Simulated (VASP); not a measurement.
# MnS (F-43m) in VASP: further runs

One crystal, MnS, is run at these levels: PBE, PBEsol; tasks: single point, equation of state.

Program: VASP 6.6.1. These are calculated values, not measurements. Logs are shortened: lines on timing, memory, paths and dates and some standing lists are left out, and cuts for length are marked.

## 1. Starting point

The structure is cubic, space group F-43m (No. 216). The conventional cell has a = 4.947 Å, b = 4.947 Å, c = 4.947 Å, α = 90.00°, β = 90.00°, γ = 90.00°. Around Mn (site symmetry -43m) lie 4 S at 2.14 Å. S (site symmetry -43m) has 4 Mn at 2.14 Å as nearest neighbours.

The cell is a database's computed one.

## 2. Single point, PBE, collinear spin, ferromagnetic start

Contents of INCAR:

```
SYSTEM = MnS
PREC = Accurate
ENCUT = 520
EDIFF = 1E-7
ISMEAR = -1
SIGMA = 0.05
LREAL = .FALSE.
LASPH = .TRUE.
NELM = 100
ALGO = Normal
ISIF = 2
LWAVE = .FALSE.
LCHARG = .FALSE.
ISPIN = 2
MAGMOM = 4 0
LORBIT = 11
LMAXMIX = 4
GGA = PE
NBANDS = 20
```

Contents of KPOINTS:

```
regular mesh
0
G
  9 9 9
  0 0 0
```

Contents of POSCAR:

```
MnS
1.0
    0.0000000000      2.4734634191      2.4734634191
    2.4734634191      0.0000000000      2.4734634191
    2.4734634191      2.4734634191      0.0000000000
Mn S
1 1
Direct
    0.0000000000      0.0000000000      0.0000000000
    0.7500000000      0.7500000000      0.7500000000
```

Potentials or basis: VASP PAW PBE potentials, release 64 (Mn_pv, S).

Started as:

```sh
cat potpaw_PBE.64/Mn_pv/POTCAR potpaw_PBE.64/S/POTCAR > POTCAR
mpirun -np 1 vasp_std > vasp.out
```

OUTCAR:

```text
SYSTEM = MnS
   PREC = Accurate
   ENCUT = 520
   EDIFF = 1E-7
   ISMEAR = -1
   LREAL = .FALSE.
   LASPH = .TRUE.
   NELM = 100
   ISIF = 2
   ISPIN = 2
   LORBIT = 11
   GGA = PE

 ion  position               nearest neighbor table
   1  0.000  0.000  0.000-   2 2.14   2 2.14   2 2.14   2 2.14
   2  0.750  0.750  0.750-   1 2.14   1 2.14   1 2.14   1 2.14

  LATTYP: Found a face centered cubic cell.
 ALAT       =     4.9469268382

  Lattice vectors:

 A1 = (   0.0000000000,   2.4734634191,   2.4734634191)
 A2 = (   2.4734634191,   0.0000000000,   2.4734634191)
 A3 = (   2.4734634191,   2.4734634191,   0.0000000000)

Analysis of symmetry for initial positions (statically):
=====================================================================
 Subroutine PRICEL returns:
 Original cell was already a primitive cell.

 Routine SETGRP: Setting up the symmetry group for a
 face centered cubic supercell.

 Subroutine GETGRP returns: Found 24 space group operations
 (whereof 24 operations were pure point group operations)
 out of a pool of 48 trial point group operations.

The static configuration has the point symmetry T_d .

Analysis of symmetry for dynamics (positions and initial velocities):
=====================================================================
 Subroutine PRICEL returns:
 Original cell was already a primitive cell.

 Routine SETGRP: Setting up the symmetry group for a
 face centered cubic supercell.

 Subroutine GETGRP returns: Found 24 space group operations
 (whereof 24 operations were pure point group operations)
 out of a pool of 48 trial point group operations.

The dynamic configuration has the point symmetry T_d .

Analysis of structural, dynamic, and magnetic symmetry:
=====================================================================
 Subroutine PRICEL returns:
 Original cell was already a primitive cell.

 Routine SETGRP: Setting up the symmetry group for a
 face centered cubic supercell.

 Subroutine GETGRP returns: Found 24 space group operations
 (whereof 24 operations were pure point group operations)
 out of a pool of 48 trial point group operations.

The overall configuration has the point symmetry T_d .

 Subroutine INISYM returns: Found 24 space group operations
 (whereof 24 operations are pure point group operations),
 and found     1 'primitive' translations

----------------------------------------------------------------------------------------

                                     Primitive cell

  volume of cell :      30.2654

  direct lattice vectors                    reciprocal lattice vectors
     0.000000000  2.473463419  2.473463419    -0.202145702  0.202145702  0.202145702
     2.473463419  0.000000000  2.473463419     0.202145702 -0.202145702  0.202145702
     2.473463419  2.473463419  0.000000000     0.202145702  0.202145702 -0.202145702

  length of vectors
     3.498005513  3.498005513  3.498005513     0.350126627  0.350126627  0.350126627

  position of ions in fractional coordinates (direct lattice)
     0.000000000  0.000000000  0.000000000
     0.750000000  0.750000000  0.750000000

  ion indices of the primitive-cell ions
   primitive index   ion index
                 1           1
                 2           2

----------------------------------------------------------------------------------------

 KPOINTS: regular mesh

Automatic generation of k-mesh.
 Grid dimensions read from file:
 generate k-points for:    9    9    9

 Generating k-lattice:

  Cartesian coordinates                     Fractional coordinates (reciprocal lattice)
    -0.022460634  0.022460634  0.022460634     0.111111111  0.000000000  0.000000000
     0.022460634 -0.022460634  0.022460634     0.000000000  0.111111111  0.000000000
     0.022460634  0.022460634 -0.022460634     0.000000000  0.000000000  0.111111111

  Length of vectors
     0.038902959  0.038902959  0.038902959

  Shift w.r.t. Gamma in fractional coordinates (k-lattice)
     0.000000000  0.000000000  0.000000000

 Subroutine IBZKPT returns following result:
 ===========================================

 Found     35 irreducible k-points:

 Following reciprocal coordinates:
            Coordinates               Weight
  0.000000  0.000000  0.000000      1.000000
  0.111111  0.000000  0.000000      8.000000
  0.222222  0.000000  0.000000      8.000000
  0.333333  0.000000  0.000000      8.000000
  0.444444  0.000000  0.000000      8.000000
  0.111111  0.111111  0.000000      6.000000
[... 16 lines left out ...]
 -0.333333  0.333333  0.000000     12.000000
  0.444444  0.444444  0.000000      6.000000
 [... further k-points ...]
   k-points           NKPTS =     35   k-points in BZ     NKDIM =     35   number of bands    NBANDS=     20
   number of dos      NEDOS =    301   number of ions     NIONS =      2
   total plane-waves  NPLWV =  21952
   dimension x,y,z NGX =    28 NGY =   28 NGZ =   28
   dimension x,y,z NGXF=    56 NGYF=   56 NGZF=   56
   ions per type =               1   1
   NGX,Y,Z   is equivalent  to a cutoff of  13.31, 13.31, 13.31 a.u.
   NGXF,Y,Z  is equivalent  to a cutoff of  26.61, 26.61, 26.61 a.u.
 SYSTEM =  MnS
   PREC   = accura    normal or accurate (medium, high low for compatibility)
   ISTART =      0    job   : 0-new  1-cont  2-samecut
   ICHARG =      2    charge: 1-file 2-atom 10-const
   ISPIN  =      2    spin polarized calculation?
   LNONCOLLINEAR =      F non collinear calculations
   LSORBIT =      F    spin-orbit coupling
   LASPH  =      T    aspherical Exc in radial PAW
   ENCUT  =  520.0 eV  38.22 Ry    6.18 a.u.   6.50  6.50  6.50*2*pi/ulx,y,z
   NELM   =    100;   NELMIN=  2; NELMDL= -5     # of ELM steps
   EDIFF  = 0.1E-06   stopping-criterion for ELM
   LREAL  =      F    real-space projection
   EDIFFG = 0.1E-05   stopping-criterion for IOM
   NSW    =      0    number of steps for IOM
   IBRION =     -1    ionic relax: 0-MD 1-quasi-New 2-CG
   NFREE  =      0    steps in history (QN), initial steepest desc. (CG)
   ISIF   =      2    stress and relaxation
   ISYM   =      2    0-nonsym 1-usesym 2-fastsym
   POTIM  = 0.5000    time-step for ionic-motion
   TEBEG  =    0.0;   TEEND  =   0.0 temperature during run
   PSTRESS=    0.0 pullay stress
   NELECT =      19.0000    total number of electrons
   NUPDOWN=      -1.0000    fix difference up-down
   EMIN   =  10.00;   EMAX   =-10.00  energy-range for DOS
   EFERMI =   0.00;   METHOD = LEGACY
   ISMEAR =    -1;   SIGMA  =   0.05  broadening in eV -4-tet -1-fermi 0-gaus
   EFERMI_NEDOS =   21; number of points for ismear=-14 and -15
   IALGO  =     38    algorithm
   IMIX   =      4    mixing-type and parameters
     AMIX     =   0.40;   BMIX     =  1.00
     AMIX_MAG =   1.60;   BMIX_MAG =  1.00
  volume/ion in A,a.u.               =      15.13       102.12
  Fermi-wavevector in a.u.,A,eV,Ry     =   1.401771  2.648964 26.734947  1.964963
  Thomas-Fermi vector in A             =   2.524600
   LORBIT       =     11    0 simple, 1 ext, 2 COOP (PROOUT), +10 PAW based schemes
   GGA     = PE    functional components
   LHFCALC =     F    Hartree Fock is set to
   AEXX    =    0.0000 exact exchange contribution
   IVDW    =     0    specifies the selected vdW correction
   LEPSILON=     F    determine dielectric tensor
   LRPA    =     F    only Hartree local field effects (RPA)
 spin polarized calculation
  energy-cutoff  :      520.00
  volume of cell :       30.27
 maximum number of plane-waves:       869
 NGX is ok and might be reduce to    28
   NGX = 13   NGY = 13   NGZ = 13

 number of electron      18.9999987 magnetization       3.3748166

 number of electron      18.9999987 magnetization      -0.2199551

 Free energy of the ion-electron system (eV)
  ---------------------------------------------------
  ext. energy  EPLUGINS =         0.00000000
  ---------------------------------------------------
  free energy    TOTEN  =       -13.67736224 eV

  energy without entropy =      -13.65751564  energy(sigma->0) =      -13.66743894

 E-fermi :   7.4410     XC(G=0): -11.2401

 val. band max:        7.4407608449   @ k =  -0.3333   0.3333   0.0000
 cond. band min:       7.4589837870   @ k =   0.4444   0.4444   0.0000
 fundamental gap:      0.0182229421
 Fermi energy:         7.4409831328

 spin component 1

 k-point     1 :       0.0000    0.0000    0.0000
  band No.  band energies     occupation
      1     -40.1634      1.00000
      2     -40.1634      1.00000
      3     -40.1634      1.00000
      4      -7.8666      1.00000
      5       2.7585      1.00000
      6       2.7585      1.00000
[... 12 lines left out ...]
     19      23.1620      0.00000
     20      23.6913      0.00000
[... 507 lines left out ...]
 k-point    24 :       0.4444    0.4444    0.0000
  band No.  band energies     occupation
      1     -40.1885      1.00000
      2     -40.1729      1.00000
      3     -40.1729      1.00000
      4      -6.2220      1.00000
      5       0.7961      1.00000
      6       3.3635      1.00000
[... 12 lines left out ...]
     19      24.6209      0.00000
     20      24.6209      0.00000

 [... further k-points ...]

 spin component 2

 k-point     1 :       0.0000    0.0000    0.0000
  band No.  band energies     occupation
      1     -40.3715      1.00000
      2     -40.3715      1.00000
      3     -40.3715      1.00000
      4      -7.8748      1.00000
      5       2.7114      1.00000
      6       2.7114      1.00000
[... 12 lines left out ...]
     19      23.1642      0.00000
     20      23.6615      0.00000
[... 507 lines left out ...]
 k-point    24 :       0.4444    0.4444    0.0000
  band No.  band energies     occupation
      1     -40.3962      1.00000
      2     -40.3808      1.00000
      3     -40.3808      1.00000
      4      -6.2258      1.00000
      5       0.7554      1.00000
      6       3.3364      1.00000
[... 12 lines left out ...]
     19      24.5938      0.00000
     20      24.5938      0.00000

 [... further k-points ...]
[... 5 lines left out ...]
  --------------------------------------------------------------------------------------
  -------------------------------------------------------------------------------------
  Total        0.5841421      0.5841421      0.5841421      0.0000000     -0.0000000     -0.0000000
  in kB       30.9230701     30.9230701     30.9230701      0.0000000     -0.0000000     -0.0000000
  external PRESSURE =      30.9230701 kB  Pullay stress =       0.0000000 kB

 VOLUME and BASIS-vectors are now :
 -----------------------------------------------------------------------------
  energy-cutoff  :      520.00
  volume of cell :       30.27
      direct lattice vectors                 reciprocal lattice vectors
     0.000000000  2.473463419  2.473463419    -0.202145702  0.202145702  0.202145702
     2.473463419  0.000000000  2.473463419     0.202145702 -0.202145702  0.202145702
     2.473463419  2.473463419  0.000000000     0.202145702  0.202145702 -0.202145702

 POSITION                                       TOTAL-FORCE (eV/Angst)
 -----------------------------------------------------------------------------------
      0.00000      0.00000      0.00000        -0.000000      0.000000      0.000000
      3.71020      3.71020      3.71020         0.000000     -0.000000     -0.000000
 -----------------------------------------------------------------------------------
    total drift:                               -0.000000     -0.000000     -0.000000

  FREE ENERGIE OF THE ION-ELECTRON SYSTEM (eV)
  ---------------------------------------------------
  free  energy   TOTEN  =       -13.6773622427 eV

  energy  without entropy=      -13.6575156356  energy(sigma->0) =      -13.66743894

 total charge

# of ion       s       p       d       tot
------------------------------------------
    1        0.353   6.313   5.365  12.031
    2        1.322   2.427   0.000   3.749
--------------------------------------------------
tot          1.675   8.740   5.365  15.779

 magnetization (x)

# of ion       s       p       d       tot
------------------------------------------
    1       -0.007  -0.004  -0.200  -0.211
    2        0.001   0.004   0.000   0.005
--------------------------------------------------
tot         -0.006   0.000  -0.200  -0.206
```

Wall time 82 s (1 thread of Intel Xeon Platinum 8488C (Sapphire Rapids), shared host); peak memory 0.18 GiB.

What came out:

```
Free energy                                           : -13.6774 eV
Pressure                                              : 3.1 GPa
Band gap on the k mesh                                : none (metal or under the smearing width)
Net moment                                            : -0.22 μB per cell
Site moments                                          : Mn -0.21; S +0.01 μB
Valence electrons inside the program's atomic spheres : Mn 12.03; S 3.75
```

Levels at points of the mesh, in eV from the Fermi level:
Spin up:
| k point | band 7 | band 8 | band 9 | band 10 | band 11 | band 12 |
| --- | --- | --- | --- | --- | --- | --- |
| (0.00, 0.00, 0.00) | -4.68 | -0.64 | -0.64 | 3.73 | 3.73 | 3.73 |
Spin down:
```
           k point  band 7  band 8  band 9  band 10  band 11  band 12  band 13  band 14
(0.00, 0.00, 0.00)   -4.73   -0.90   -0.90     3.65     3.65     3.65     3.78     7.90
```

Caveat: the moment fell far below its start of 4 μB, so a state of higher moment may lie lower in energy; semilocal functionals often make such compounds metallic where correlation or magnetic order opens a gap, which also shifts bond lengths.

## 3. Single point, PBE, collinear spin, ferromagnetic start (atoms moved at random, drawn with an rms of 0.05 Å)

Contents of INCAR:

```
SYSTEM = MnS
  PREC = Accurate
  ENCUT = 520
  EDIFF = 1E-7
  ISMEAR = -1
  SIGMA = 0.05
  LREAL = .False.
  LASPH = .True.
  NELM = 120
  ALGO = Normal
  ISIF = 2
  LWAVE = .False.
  LCHARG = .True.
  ISPIN = 2
  MAGMOM = 4 0
  LORBIT = 11
  LMAXMIX = 4
  GGA = PE
  LELF = .True.
  LVHAR = .True.
  NBANDS = 20
```

Contents of KPOINTS:

```
regular mesh
0
Gamma
  9 9 9
  0 0 0
```

Contents of POSCAR:

```
MnS
1.0
    0.0000000000      2.4734634191      2.4734634191
    2.4734634191      0.0000000000      2.4734634191
    2.4734634191      2.4734634191      0.0000000000
Mn S
1 1
Direct
    0.0034950000     -0.0037280000      0.0013570000
    0.7271050000      0.7320970000      0.7624960000
```

Potentials or basis: VASP PAW PBE potentials, release 64 (Mn_pv, S).

Started as:

```sh
cat potpaw_PBE.64/Mn_pv/POTCAR potpaw_PBE.64/S/POTCAR > POTCAR
mpirun -np 1 vasp_std > vasp.out
```

Run time: 7.8 min. Hardware: 1 thread of Intel Xeon Platinum 8488C (Sapphire Rapids), shared host; peak memory 0.44 GiB.

The run converged. Its results:

```yaml
Free_energy: -13.5984 eV
Pressure: 4.0 GPa
Largest_force: 1.477 eV/Å
Band_gap_on_the_k_mesh: none (metal or under the smearing width)
Net_moment: 0.21 μB per cell
Site_moments: Mn +0.20; S -0.01 μB
Valence_electrons_inside_the_program's_atomic_spheres: Mn 12.04; S 3.75
```

Forces on the atoms (eV/Å):
```
Mn   0.096 -0.509 -1.384
S   -0.096  0.509  1.384
```

Stress tensor (GPa, compression positive):
```
 4.04 -8.02 -2.88
-8.02  4.02  0.11
-2.88  0.11  3.86
```

Levels at points of the mesh, in eV from the Fermi level:
Spin up:
```
           k point  band 8  band 9  band 10  band 11  band 12  band 13
(0.00, 0.00, 0.00)   -0.91   -0.89     3.12     3.47     3.85     4.17
```
Spin down:
| k point | band 6 | band 7 | band 8 | band 9 | band 10 | band 11 | band 12 | band 13 |
| --- | --- | --- | --- | --- | --- | --- | --- | --- |
| (0.00, 0.00, 0.00) | -4.73 | -4.47 | -0.70 | -0.63 | 3.18 | 3.53 | 3.94 | 4.23 |

Caveat: the moment fell far below its start of 4 μB, so a state of higher moment may lie lower in energy; semilocal functionals often make such compounds metallic where correlation or magnetic order opens a gap, which also shifts bond lengths.

[end of part 1 of 3]
